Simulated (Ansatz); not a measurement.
A crystal relaxed with r2SCAN+rVV10 in the plane-wave code Ansatz has space group Pm-3m (No. 221) and a = 3.945 Å.

```json
{"atom": "Xx", "site": "1a", "x": "0.0000", "y": "0.0000", "z": "0.0000"}
{"atom": "Br", "site": "1b", "x": "0.5000", "y": "0.5000", "z": "0.5000"}
```

The r2SCAN gap is direct at X: 2.23 eV. HSE06 gives a direct gap of 2.46 eV at X. Meshes: r2SCAN 6×6×6, HSE06 4×4×4. r2SCAN's ε∞ is 5.7 in all directions.

Question: Which element is Xx?
A. Ga
B. B
C. In
D. Tl

Answer: D. Xx is Tl: a 2-atom cell of TlBr (Pm-3m) from a materials database. Around Tl lie 8 Br at 3.42 Å; around Br lie 8 Tl at 3.42 Å.

No spin polarisation and no zero-point or thermal motion.

Spin-orbit coupling is left out; in compounds of Pb, Bi, Tl or Hg it can lower a gap by up to about 1 eV, split its edges or invert the bands.

The meshes of the hybrids are coarse, so their gaps aren't converged to the digits shown.
